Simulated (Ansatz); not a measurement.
## Electron scattering at the Σ11 (113) boundary in fcc Rh with Ti (substitutional)

Wanted: what the Σ11 (113) boundary in fcc Rh with Ti (substitutional) costs an interconnect.

Main program and level: Ansatz 0.2.0; Ansatz plane-wave DFT, PBE, PAW files; relaxation of a bicrystal slab with its lowest layers held; PAW set soft_1, in the first sound run; inputs show where later runs differ.

**1. Set-up**

The cell holds 17 atoms: 16 Rh and 1 Ti. Its edges and angles: a = 2.689 Å, b = 4.658 Å, c = 29.397 Å, α = 90.0°, β = 90.0°, γ = 73.2°. It derives from Rh. built on the (1 1 3) plane; 1 overlapping atoms removed and the grains opened by 0.05 Å. Vacuum lies along c.

**2. Relaxing the bicrystal**

The boundary is built by mirroring the lower grain in the boundary plane and removing any atoms that overlap; then the Ti is put in at the boundary. A thin bicrystal slab is relaxed first, with the lowest layers held and the upper grain free to shift and open.

Contents of input.yaml:

```yaml
crystal:
  lattice:
    - [2.6891977995, 0.0, 0.0]
    - [1.3445988998, 4.459530044, 0.0]
    - [0.0, 0.0, 29.3968447136]
  atoms:
    - { symbol: Rh, position: [0.9090909092, 0.1818181818, 0.1700862813] }
    - { symbol: Rh, position: [0.6363636364, 0.7272727273, 0.2090931137] }
    - { symbol: Rh, position: [0.3636363637, 0.2727272727, 0.2480999461] }
    - { symbol: Rh, position: [0.090909091, 0.8181818182, 0.2871067785] }
    - { symbol: Rh, position: [0.8181818182, 0.3636363636, 0.3261136109] }
    - { symbol: Rh, position: [0.5454545455, 0.9090909091, 0.3651204433] }
    - { symbol: Rh, position: [0.2727272727, 0.4545454545, 0.4041272757] }
    - { symbol: Ti, position: [0.0, 0.0, 0.4431341081] }
    - { symbol: Rh, position: [0.2727272727, 0.4545454545, 0.4838418033] }
    - { symbol: Rh, position: [0.5454545455, 0.9090909091, 0.5228486357] }
    - { symbol: Rh, position: [0.8181818182, 0.3636363636, 0.5618554681] }
    - { symbol: Rh, position: [0.090909091, 0.8181818182, 0.6008623005] }
    - { symbol: Rh, position: [0.3636363637, 0.2727272727, 0.6398691328] }
    - { symbol: Rh, position: [0.6363636364, 0.7272727273, 0.6788759652] }
    - { symbol: Rh, position: [0.9090909092, 0.1818181818, 0.7178827976] }
    - { symbol: Rh, position: [0.1818181819, 0.6363636363, 0.75688963] }
    - { symbol: Rh, position: [0.4545454546, 0.0909090909, 0.7958964624] }
kpoints:
  mp_grid: { grid: [9, 9, 1] }
hamiltonian:
  xc: pbe
  pseudopotentials: { kind: paw, azcp: { folder: soft_1 } }
scf:
  occupations: { method: fermi_dirac, width: 0.1 }
relax:
  f_tol: 0.03
  max_steps: 80
  constraints: [{ sites: [0, 1, 2] }]
```

Run with:

```
$ ansatz run input.yaml --threads 4 --pin off --max-ram 15360MiB --backend cpu --events-out ev --progress --plain --runs-dir out
```

Numbers of over 12 decimals in the logs are rounded to 6 here.

Log:

```text
Engine: ansatz 0.2.0, aarch64-unknown-linux-gnu
Pseudopotentials: kind: paw
Pseudopotential: Rh, paw, valence charge 17, recommended cutoff 420 eV (normal), soft_1/Rh.paw.azcp
Pseudopotential: Ti, paw, valence charge 12, recommended cutoff 420 eV (normal), soft_1/Ti.paw.azcp
Functional definition: PBE
  parameter kappa = 0.804
  parameter beta = 0.066725
  exchange = pbe_x(kappa = kappa, mu = beta*pi^2/3)
  correlation = pbe_c(beta = beta)
Crystal: 17 atoms, lattice volume = 352.543 Å³
Basis set: ecut = 420 eV, 6933 PW (Γ), exchange–correlation on 36×64×400 points (8 copies of the dense FFT grid, shifted against one another)
Bands: 171, of which v1, the nominal top of the filled ones, is band 142 counted from 1 (141 counted from 0)
Symmetry: 2 space group operations
Space group: Cm (ITA 8), of the structure as read, at distance tolerance 7.1e-5 Å
k-points: 25 of 81 (time reversal used)
Non-local potential: Rh, projectors of the file, l = 0: 3, l = 1: 2, l = 2: 2, l = 3: 1
Non-local potential: Ti, projectors of the file, l = 0: 3, l = 1: 2, l = 2: 3, l = 3: 1
PAW form: soft (Blöchl's): semilocal exchange-correlation on the pseudo side does not see the compensation charge
PAW one-centre angular grid: Rh, 590 points (default); XC on 64 Gauss nodes
PAW one-centre angular grid: Ti, 590 points (default); XC on 64 Gauss nodes
Initial density: superposition of atomic densities (neutral atoms: chi_scale 0, normalization atom)
Initial wavefunctions: pseudopotential atomic-orbital guess
Functional: x = pbe(κ = 0.804, μ = 0.219515), c = pbe(β = 0.066725)
SCF iter   1: F=—  HF=-104955.495886 eV  |F-HF|=—  |Δ(HF+E_count)|=         —  Δρ=1.16e-1  dr2=3.94e2  ethr=3.10e-3  ⟨swp⟩=6.0  Hψ=14589  notcnv=0  defer=28
preconditioner: auto → LDOS  [metal: Δε(μ)=0.007 eV  Ē_g=5.427 eV  σ=0.100 eV  W_gap=0.02  n_scr=102 (ndim 8)  ℏωp=24.1 eV  f_vac=0.297  D(μ)=22.68/eV (n_scr^D=266)  β→1.0]
SCF iter   2: F=—  HF=-104957.864751 eV  |F-HF|=—  |Δ(HF+E_count)|=    2.37e0  Δρ=1.19e-1  dr2=7.24e1  ethr=3.10e-3  ⟨swp⟩=3.2  Hψ=11592  notcnv=0  defer=78
SCF iter   3: F=—  HF=-104944.678504 eV  |F-HF|=—  |Δ(HF+E_count)|=    1.32e1  Δρ=2.62e-2  dr2=5.03e0  ethr=3.10e-3  ⟨swp⟩=2.1  Hψ=9090  notcnv=0  defer=114
SCF iter   4: F=—  HF=-104944.195340 eV  |F-HF|=—  |Δ(HF+E_count)|=   4.83e-1  Δρ=3.72e-3  dr2=6.65e-1  ethr=1.77e-3  ⟨swp⟩=2.5  Hψ=6779  notcnv=0  defer=114
SCF iter   5: F=—  HF=-104944.191611 eV  |F-HF|=—  |Δ(HF+E_count)|=   3.73e-3  Δρ=1.57e-3  dr2=2.66e-2  ethr=2.34e-4  ⟨swp⟩=1.7  Hψ=4849  notcnv=0  defer=110
SCF iter   6: F=—  HF=-104944.190786 eV  |F-HF|=—  |Δ(HF+E_count)|=   8.25e-4  Δρ=6.19e-4  dr2=5.20e-3  ethr=9.37e-6  ⟨swp⟩=2.1  Hψ=5959  notcnv=0  defer=110
SCF iter   7: F=—  HF=-104944.190210 eV  |F-HF|=—  |Δ(HF+E_count)|=   5.76e-4  Δρ=4.46e-4  dr2=1.06e-3  ethr=1.83e-6  ⟨swp⟩=2.0  Hψ=7548  notcnv=0  defer=110
SCF iter   8: F=—  HF=-104944.189978 eV  |F-HF|=—  |Δ(HF+E_count)|=   2.33e-4  Δρ=1.69e-4  dr2=2.40e-4  ethr=3.73e-7  ⟨swp⟩=2.8  Hψ=7615  notcnv=0  defer=110
SCF iter   9: F=—  HF=-104944.189941 eV  |F-HF|=—  |Δ(HF+E_count)|=   3.68e-5  Δρ=6.21e-5  dr2=3.04e-5  ethr=8.45e-8  ⟨swp⟩=2.6  Hψ=7788  notcnv=0  defer=110
SCF iter  10: F=-104944.189932 eV  HF=-104944.189939 eV  |F-HF|=7.17e-6  |Δ(HF+E_count)|=   2.42e-6  Δρ=3.10e-5  dr2=8.74e-6  ethr=7.92e-9  ⟨swp⟩=4.8  Hψ=13949  notcnv=0
SCF 1 converged in 10 iterations: F = -104944.189932 eV  dr2 = 8.74e-6
  greatest PAW one-centre occupation: 1.000 electrons in one spin orbital (limit 2), on the Rh atom at site 6 (counted from 0), in its partial waves of l = 0
relax step   1: F+E_penalty+E_count = -104944.18993154 eV  Δ(F+E_penalty+E_count) = +0.000e0 eV  max|allowed force component| = 2.423e0 eV/Å  Δτ_max = 0.0000 Å  (10 SCF iters, dr2 threshold 2.25e-5 eV, accepted)
Initial density: handed on by an earlier stage of this run
Initial wavefunctions: those handed on with the density
iter 1 solved again at ethr=1.17e-3 eV; its pass at ethr=3.10e-3 eV (dr2=3.32e0 eV) is discarded
SCF iter   1: F=—  HF=-104944.692272 eV  |F-HF|=—  |Δ(HF+E_count)|=         —  Δρ=1.77e-2  dr2=3.32e0  ethr=1.17e-3  ⟨swp⟩=1.0  Hψ=15721  notcnv=0  defer=95
preconditioner: auto → LDOS  [metal: Δε(μ)=0.001 eV  Ē_g=5.306 eV  σ=0.100 eV  W_gap=0.00  n_scr=102 (ndim 8)  ℏωp=24.1 eV  f_vac=0.295  D(μ)=25.27/eV (n_scr^D=304)  β→1.0]
SCF iter   2: F=—  HF=-104944.617887 eV  |F-HF|=—  |Δ(HF+E_count)|=   7.44e-2  Δρ=7.81e-3  dr2=4.42e-1  ethr=1.17e-3  ⟨swp⟩=2.1  Hψ=6520  notcnv=0  defer=95
SCF iter   3: F=—  HF=-104944.588335 eV  |F-HF|=—  |Δ(HF+E_count)|=   2.96e-2  Δρ=5.83e-3  dr2=1.79e-1  ethr=1.56e-4  ⟨swp⟩=2.6  Hψ=8376  notcnv=0  defer=97
SCF iter   4: F=—  HF=-104944.545280 eV  |F-HF|=—  |Δ(HF+E_count)|=   4.31e-2  Δρ=7.85e-4  dr2=5.35e-3  ethr=6.30e-5  ⟨swp⟩=3.0  Hψ=7614  notcnv=0  defer=99
SCF iter   5: F=—  HF=-104944.543839 eV  |F-HF|=—  |Δ(HF+E_count)|=   1.44e-3  Δρ=2.02e-4  dr2=4.33e-4  ethr=1.89e-6  ⟨swp⟩=2.6  Hψ=7699  notcnv=0  defer=100
SCF iter   6: F=-104944.543797 eV  HF=-104944.543846 eV  |F-HF|=4.98e-5  |Δ(HF+E_count)|=   7.15e-6  Δρ=7.38e-5  dr2=6.08e-5  ethr=3.52e-8  ⟨swp⟩=3.5  Hψ=16513  notcnv=0
SCF 2 converged in 6 iterations: F = -104944.543797 eV  dr2 = 6.08e-5
  greatest PAW one-centre occupation: 1.000 electrons in one spin orbital (limit 2), on the Rh atom at site 14 (counted from 0), in its partial waves of l = 0
relax step   2: F+E_penalty+E_count = -104944.54379662 eV  Δ(F+E_penalty+E_count) = -3.539e-1 eV  max|allowed force component| = 4.946e-1 eV/Å  Δτ_max = 0.1945 Å  (6 SCF iters, dr2 threshold 1.00e-4 eV, accepted)
iter 1 solved again at ethr=2.04e-3 eV; its pass at ethr=3.10e-3 eV (dr2=5.78e0 eV) is discarded
SCF iter   1: F=—  HF=-104944.716664 eV  |F-HF|=—  |Δ(HF+E_count)|=         —  Δρ=1.63e-2  dr2=5.80e0  ethr=2.04e-3  ⟨swp⟩=1.0  Hψ=15727  notcnv=0  defer=80
preconditioner: auto → LDOS  [metal: Δε(μ)=0.005 eV  Ē_g=5.248 eV  σ=0.100 eV  W_gap=0.01  n_scr=102 (ndim 8)  ℏωp=24.1 eV  f_vac=0.290  D(μ)=25.67/eV (n_scr^D=304)  β→1.0]
SCF iter   2: F=—  HF=-104944.621951 eV  |F-HF|=—  |Δ(HF+E_count)|=   9.47e-2  Δρ=5.54e-3  dr2=1.43e-1  ethr=2.04e-3  ⟨swp⟩=2.0  Hψ=4575  notcnv=0  defer=80
SCF iter   3: F=—  HF=-104944.598954 eV  |F-HF|=—  |Δ(HF+E_count)|=   2.30e-2  Δρ=3.29e-3  dr2=5.60e-2  ethr=5.02e-5  ⟨swp⟩=2.5  Hψ=8467  notcnv=0  defer=87
SCF iter   4: F=—  HF=-104944.587980 eV  |F-HF|=—  |Δ(HF+E_count)|=   1.10e-2  Δρ=7.80e-4  dr2=4.53e-3  ethr=1.97e-5  ⟨swp⟩=2.2  Hψ=6956  notcnv=0  defer=87
SCF iter   5: F=—  HF=-104944.586505 eV  |F-HF|=—  |Δ(HF+E_count)|=   1.48e-3  Δρ=2.31e-4  dr2=5.10e-4  ethr=1.59e-6  ⟨swp⟩=2.8  Hψ=7125  notcnv=0  defer=97
SCF iter   6: F=—  HF=-104944.586500 eV  |F-HF|=—  |Δ(HF+E_count)|=   4.65e-6  Δρ=1.04e-4  dr2=7.80e-5  ethr=1.80e-7  ⟨swp⟩=2.3  Hψ=6592  notcnv=0  defer=97
SCF iter   7: F=-104944.586495 eV  HF=-104944.586499 eV  |F-HF|=4.13e-6  |Δ(HF+E_count)|=   1.25e-6  Δρ=2.69e-5  dr2=5.51e-6  ethr=5.38e-9  ⟨swp⟩=5.0  Hψ=14774  notcnv=0
SCF 3 converged in 7 iterations: F = -104944.586495 eV  dr2 = 5.51e-6
relax step   3: F+E_penalty+E_count = -104944.58649463 eV  Δ(F+E_penalty+E_count) = -4.270e-2 eV  max|allowed force component| = 6.457e-2 eV/Å  Δτ_max = 0.1614 Å  (7 SCF iters, dr2 threshold 1.53e-5 eV, accepted)
SCF iter   1: F=—  HF=-104944.588340 eV  |F-HF|=—  |Δ(HF+E_count)|=         —  Δρ=9.43e-4  dr2=9.96e-3  ethr=8.82e-5  ⟨swp⟩=2.1  Hψ=7510  notcnv=0  defer=96
preconditioner: auto → LDOS  [metal: Δε(μ)=0.008 eV  Ē_g=5.238 eV  σ=0.100 eV  W_gap=0.02  n_scr=102 (ndim 8)  ℏωp=24.1 eV  f_vac=0.290  D(μ)=25.99/eV (n_scr^D=306)  β→1.0]
SCF iter   2: F=—  HF=-104944.588092 eV  |F-HF|=—  |Δ(HF+E_count)|=   2.48e-4  Δρ=3.64e-4  dr2=1.26e-3  ethr=3.51e-6  ⟨swp⟩=2.1  Hψ=6036  notcnv=0  defer=96
SCF iter   3: F=—  HF=-104944.588022 eV  |F-HF|=—  |Δ(HF+E_count)|=   7.05e-5  Δρ=2.66e-4  dr2=4.05e-4  ethr=4.42e-7  ⟨swp⟩=2.6  Hψ=7597  notcnv=0  defer=96
SCF iter   4: F=—  HF=-104944.587934 eV  |F-HF|=—  |Δ(HF+E_count)|=   8.75e-5  Δρ=3.96e-5  dr2=1.64e-5  ethr=1.42e-7  ⟨swp⟩=3.1  Hψ=7727  notcnv=0  defer=96
SCF iter   5: F=—  HF=-104944.587248 eV  |F-HF|=—  |Δ(HF+E_count)|=   6.87e-4  Δρ=9.29e-6  dr2=6.89e-7  ethr=5.77e-9  ⟨swp⟩=2.7  Hψ=7105  notcnv=0  defer=96
SCF iter   6: F=-104944.587247 eV  HF=-104944.587248 eV  |F-HF|=7.73e-8  |Δ(HF+E_count)|=   2.42e-8  Δρ=3.53e-6  dr2=8.79e-8  ethr=3.52e-11  ⟨swp⟩=5.0  Hψ=15495  notcnv=0
SCF 4 converged in 6 iterations: F = -104944.587247 eV  dr2 = 8.79e-8
relax step   4: F+E_penalty+E_count = -104944.58724744 eV  Δ(F+E_penalty+E_count) = -7.528e-4 eV  max|allowed force component| = 1.943e-2 eV/Å  Δτ_max = 0.0121 Å  (6 SCF iters, accepted)
SCF converged after 6 iterations
Free energy (F): -104944.587247 eV
Harris-Foulkes:  -104944.587248 eV  (|F-HF|=7.73e-8)
Internal energy: -104943.728848 eV  (E = F + TS)
E sigma→0 (E₀):  -104944.158048 eV
Entropy (-TS):   -0.858400 eV (-50.494 meV/atom)
Fermi energy:    13.037648 eV
--- Per-component energies (eV) ---
  E_band       = -4011.314035
  E_kinetic    = 8872.004267
  E_local      = -322856.824347  (includes V_loc(G=0)·N_el)
  E_nonlocal   = 4838.194035
  E_hartree    = 157062.738455
  E_xc         = -3339.681874
  E_vxc        = -4189.842126  (∫ρ·V_xc dr)
  E_paw        = -58697.505955  (= ΣΔE_a)
  E_vpaw       = -4800.302545  (= ΣTr[D̂ρ^β])
  E_aug_tail   = 0.001226  (compensation charges beyond the density's cutoff)
  E_ewald      = 109177.345345
  E_smearing   = -0.858400  (= −TS)
  E_closure    = -0.000000  (closes the sum)
  Σ components = -104944.587247   (vs F -104944.587247, Δ=0.00e0)
--- Forces (eV/Å), atoms counted from 1 ---
  atom   1  Rh    -0.00000000    -0.03557150     0.66548088
  atom   2  Rh    -0.00000000    -0.00967872    -0.34047322
  atom   3  Rh     0.00000000     0.04663067    -0.32216061
  atom   4  Rh    -0.00000000    -0.00009900    -0.00224565
  atom   5  Rh     0.00000000     0.00110762    -0.00443858
  atom   6  Rh     0.00000000     0.00037634    -0.00308730
  atom   7  Rh    -0.00000000    -0.00205009     0.00983389
  atom   8  Ti     0.00000000     0.00285692     0.00938064
  atom   9  Rh    -0.00000000    -0.00197207    -0.00113062
  atom  10  Rh     0.00000000     0.00194391     0.00517606
  atom  11  Rh     0.00000000     0.00170591    -0.00333995
  atom  12  Rh    -0.00000000    -0.00209165    -0.01942534
  atom  13  Rh    -0.00000000    -0.00539077    -0.00954195
  atom  14  Rh    -0.00000000    -0.00216694     0.00572370
  atom  15  Rh     0.00000000     0.00141578     0.00153549
  atom  16  Rh     0.00000000     0.00056007     0.00841447
  atom  17  Rh     0.00000000     0.00245859     0.00035368
  max |Σ_I F_I| component: 5.56e-5 eV/Å
--- Relaxed structure (4 steps of the walk, 4 accepted, 0 SCFs on fresh bases) ---
  F+E_penalty+E_count = -104944.58724744 eV   max|allowed force component| = 1.943e-2 eV/Å
  atoms:
    - { symbol: Rh, position: [0.9090909091, 0.1818181818, 0.1700862813] }
    - { symbol: Rh, position: [0.63636363635, 0.7272727273, 0.2090931137] }
    - { symbol: Rh, position: [0.36363636365, 0.272727, 0.2480999461] }
    - { symbol: Rh, position: [0.091858, 0.816285, 0.287412] }
    - { symbol: Rh, position: [0.819710, 0.360581, 0.327486] }
    - { symbol: Rh, position: [0.545454, 0.909092, 0.368257] }
    - { symbol: Rh, position: [0.273979, 0.452041, 0.404623] }
    - { symbol: Ti, position: [0.00534816, -0.010696, 0.448848] }
    - { symbol: Rh, position: [0.273403, 0.453194, 0.492973] }
    - { symbol: Rh, position: [0.544798, 0.910404, 0.529175] }
    - { symbol: Rh, position: [0.819945, 0.360110, 0.569714] }
    - { symbol: Rh, position: [0.092119, 0.815762, 0.610900] }
    - { symbol: Rh, position: [0.364012, 0.271976, 0.649784] }
    - { symbol: Rh, position: [0.636176, 0.727647, 0.688624] }
    - { symbol: Rh, position: [0.907056, 0.185888, 0.727969] }
    - { symbol: Rh, position: [0.182315, 0.635369, 0.768759] }
    - { symbol: Rh, position: [0.455606, 0.088788, 0.803025] }
```

Elapsed: 3.1 min, on 4 threads of Arm Neoverse V1, shared host; peak memory 2 GiB.

The steps of the relaxation:

```csv
step,energy less that of the first step (eV),largest force component (eV/Å)
1,0.0000,2.4230
2,-0.3539,0.4946
3,-0.3966,0.0646
4,-0.3973,0.0194
```

Forces are held to the 2 operations that the run works with; a distortion that breaks them can't arise in this run.

The atoms that moved most (Å):

```csv
atom,dx,dy,dz,length
Rh16,0.000,-0.004,0.349,0.349
Rh15,0.000,0.018,0.296,0.297
Rh12,0.000,-0.011,0.295,0.295
Rh13,0.000,-0.003,0.291,0.291
Rh14,0.000,0.002,0.287,0.287
Rh9,0.000,-0.006,0.268,0.268
Rh11,0.000,-0.016,0.231,0.232
Rh17,0.000,-0.009,0.210,0.210
```

Numbers from this step:

| Property | Result |
| --- | --- |
| free energy | -104944.5872 eV |
| energy at zero smearing | -104944.1580 eV |
| Fermi energy | 13.04 eV |

The largest force component on a free atom ends at 0.019 eV/Å, under the tolerance of 0.03, after 4 steps.

[end of part 1 of 2]

[Logs are printed without paths, hosts, clocks, repeated set-up lines and the standing remarks that a program may print on its own settings, such as how far it seeks lower states.]

[Hosts, paths, dates, database ids (printed as entryN), source tags and the programs' standing remarks are cut or masked in the printed files.]
